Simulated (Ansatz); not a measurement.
# BP: lattice vibrations

How does the lattice vibrate, and how do the modes shift with volume? Displacements sample a 2×2×2 mesh. Runs: reference run (LAPW); volume scaled by 0.985 (LAPW); volume scaled by 1.015 (LAPW); mode Grüneisen parameters (LAPW). Companion runs by PAW are cited.

Program: Ansatz 0.2.0. Level of theory: DFT PBEsol, all-electron LAPW, scalar-relativistic unless said. These are calculated values, not measurements.

2 further runs of the same task are left out: 2 set aside as unsound or not needed.

## 1. The starting structure

It takes space group F-43m (No. 216, cubic). The conventional cell has a = 4.520 Å, b = 4.520 Å, c = 4.520 Å, α = 90.00°, β = 90.00°, γ = 90.00°. Around B (site symmetry -43m) lie 4 P at 1.96 Å. P (site symmetry -43m) is surrounded by 4 B at 1.96 Å.

As a file:

```cif
data_structure
_symmetry_space_group_name_H-M 'P 1'
_symmetry_Int_Tables_number 1
_cell_length_a 3.1962
_cell_length_b 3.1962
_cell_length_c 3.1962
_cell_angle_alpha 60.000
_cell_angle_beta 60.000
_cell_angle_gamma 60.000
_cell_volume 23.09
loop_
_atom_site_label
_atom_site_type_symbol
_atom_site_fract_x
_atom_site_fract_y
_atom_site_fract_z
_atom_site_occupancy
B1 B 0.00000 0.00000 0.00000 1
P1 P 0.75000 0.75000 0.75000 1
```

Cartesian axes are those of the input's lattice vectors. The structure goes back to a database entry.

## 2. Reference run, LAPW

Contents of input.yaml:

```yaml
crystal:
  lattice:
    - [0.0, 2.26006946062, 2.26006946062]
    - [2.26006946062, 0.0, 2.26006946062]
    - [2.26006946062, 2.26006946062, 0.0]
  atoms:
    - { symbol: B, position: [0.0, 0.0, 0.0] }
    - { symbol: P, position: [0.75, 0.75, 0.75] }
kpoints:
  mp_grid: { grid: [8, 8, 8] }
scf:
  occupations: { method: fixed }
hamiltonian:
  xc: pbesol
  pseudopotentials: { kind: all_electron, lapw: { basis_error: 0.001 } }
phonons:
  qmesh: [2, 2, 2]
  qpath:
    path:
      - [0.0, 0.0, 0.0]
      - [-0.5, -0.5, 0.0]
      - [-0.375, -0.375, 0.25]
      - [-0.375, 0.0, 0.375]
      - [0.0, 0.0, 0.0]
      - [0.0, 0.0, 0.5]
      - [-0.5, -0.25, 0.25]
      - [-0.5, -0.5, 0.0]
    npoints: 6
  temperatures: { t_min: 0, t_max: 1000, t_step: 100 }
```

On the command line:

```bash
$ ansatz run input.yaml --threads 2 --pin off --max-ram 5120MiB --backend cpu --events-out ev --progress --plain --runs-dir out
```

## 3. Volume scaled by 0.985, LAPW

Changes to input.yaml since step 2:

```diff
@@ -2,5 +2,5 @@
   lattice:
-    - [0.0, 2.26006946062, 2.26006946062]
-    - [2.26006946062, 0.0, 2.26006946062]
-    - [2.26006946062, 2.26006946062, 0.0]
+    - [0.0, 2.24871213597, 2.24871213597]
+    - [2.24871213597, 0.0, 2.24871213597]
+    - [2.24871213597, 2.24871213597, 0.0]
   atoms:
```

## 4. Volume scaled by 1.015, LAPW

Changes to input.yaml since step 3:

```diff
@@ -2,5 +2,5 @@
   lattice:
-    - [0.0, 2.24871213597, 2.24871213597]
-    - [2.24871213597, 0.0, 2.24871213597]
-    - [2.24871213597, 2.24871213597, 0.0]
+    - [0.0, 2.27131377237, 2.27131377237]
+    - [2.27131377237, 0.0, 2.27131377237]
+    - [2.27131377237, 2.27131377237, 0.0]
   atoms:
```

(Steps that only read results are left out.)

Before running it: what results should come out? Wanted: highest mode on the mesh, without the LO shift; optical modes at Γ.

**Answer**, as computed:

```
                                             quantity          value
highest mode on the mesh, without the LO shift (LAPW)       811 cm⁻¹
                                   optical modes at Γ  811 (T2) cm⁻¹
             mean Grüneisen parameter at 300 K (LAPW)           0.46
```

In words: No mode on the mesh is unstable; the highest lies at 811 cm⁻¹ by LAPW. Weighted by heat capacity at 300 K the mean Grüneisen parameter of the sampled modes is 0.46, which points to expansion on heating. Some modes have negative γ and soften under compression. PAW differs from LAPW by at most 0.3 cm⁻¹. Each set of modes is computed in the harmonic approximation.
